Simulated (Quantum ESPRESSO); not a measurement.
# C: equation of state with LDA

C, a slab with vacuum:

```
C
1.0
     2.45623    0.00000    0.00000
    -1.22811    2.12716    0.00000
     0.00000    0.00000   24.13396
C
4
Direct
  0.66667 0.33333 0.57048
  0.33333 0.66667 0.42952
  0.00000 0.00000 0.42953
  0.00000 0.00000 0.57047
```

```yaml
Program: Quantum ESPRESSO 7.5
Task: equation of state
Functional: LDA
Potentials_or_basis: GBRV 1.5 LDA
Cutoff: 612 eV
Density_cutoff: 4898 eV
k_mesh: 12 × 12 × 2
Occupations: fermi-dirac, width 0.05 eV
Spin: no spin polarisation
Form_of_the_LDA_correlation: PZ81
Mixing_beta: 0.5
Most_SCF_iterations: 120
SCF_threshold: 8e-10 Ry
```

* Equilibrium volume: 31.07 Å³/atom
* Bulk modulus at fixed shape and positions: 80 GPa
* Pressure derivative of the bulk modulus: 3.5

Energy against volume, from the lowest point:
| volume (Å³/atom) | energy (meV/atom) |
| --- | --- |
| 29.632 | 17.51 |
| 30.263 | 5.15 |
| 30.893 | 0.00 |
| 31.524 | 1.36 |
| 32.154 | 8.73 |
| 32.785 | 21.54 |
| 33.415 | 39.32 |

All runs of the series together: 93 s on 2 threads of Arm Neoverse V2 (shared host).

Caveat: the cell was scaled at fixed shape and fractional positions, which overstates the stiffness of a crystal with free parameters, most of all of layers and chains.
